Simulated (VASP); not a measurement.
Crystal: Ti2O.

```
Ti O
1.0
     2.91940    0.00000    0.00000
    -1.45970    2.52827    0.00000
     0.00000    0.00000    4.71300
Ti O
2 1
Direct
  0.33333 0.66667 0.72126
  0.66667 0.33333 0.27874
  0.00000 0.00000 0.00000
```

Base run:

| Property | Result |
| --- | --- |
| Program | VASP 6.6.1 |
| Functional | LDA |
| Potentials or basis | VASP PAW LDA potentials, release 64 (Ti_sv, O) |
| Cutoff | 520 eV |
| k mesh | 10 × 10 × 6 |
| Occupations | fermi-dirac, width 0.05 eV |
| Spin | no spin polarisation |
| Hubbard terms | Ti d U = 6 eV |

Its results: band gap on the k mesh none (metal or under the smearing width); pressure 15.6 GPa; largest force 1.380 eV/Å.

Question: The run is repeated on the same cell with these changes: hubbard terms from Ti d U = 6 eV to none. What comes out?

Answer: Band gap on the k mesh none (metal or under the smearing width); pressure -1.2 GPa; largest force 1.406 eV/Å.

Caveats: forces of over 1 eV/Å show positions far from the minimum, so gaps and moduli don't describe the material at rest; U without spin polarisation on a metal has little footing (some runs); semilocal functionals often make such compounds metallic where correlation or magnetic order opens a gap, which also shifts bond lengths (some runs).
